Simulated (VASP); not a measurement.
Here is a VASP 6.6.1 calculation.

Contents of INCAR:

```
ALGO = Normal
EDIFF = 1E-7
EDIFFG = -0.01
ENCUT = 600
GGA = PE
IBRION = 2
ISIF = 4
ISMEAR = 0
LASPH = T
LCHARG = F
LREAL = F
LWAVE = F
NELM = 80
NSW = 40
PREC = Accurate
SIGMA = 0.03
```

KPOINTS

```
k-points
0
Gamma
  12 12 6
```

The input POSCAR:

```
Si                                      
1.0
    2.6787057731      0.0000000000      0.0000000000
   -1.3393528866      2.3198272488      0.0000000000
    0.0000000000      0.0000000000      4.5045196120
  Si            
     2
Direct
     0.3333333300000021    0.6666666699999979    0.2500000000000000
     0.6666666699999979    0.3333333300000021    0.7500000000000000
```

Potentials or basis: VASP PAW PBE potentials, release 64 (Si).

Launch:

```console
$ cat potpaw_PBE.64/Si/POTCAR > POTCAR
$ mpirun -np 1 vasp_std > vasp.out
```

Q: What does it give for the band gap on the k mesh?

A: None (metal or under the smearing width).

Final structure:
```
Si
1.0
     2.67871    0.00000    0.00000
    -1.33935    2.31983    0.00000
     0.00000    0.00000    4.50452
Si
2
Direct
  0.33333 0.66667 0.25000
  0.66667 0.33333 0.75000
```

Caveat: the relaxation stopped at its first step, so nothing moved.
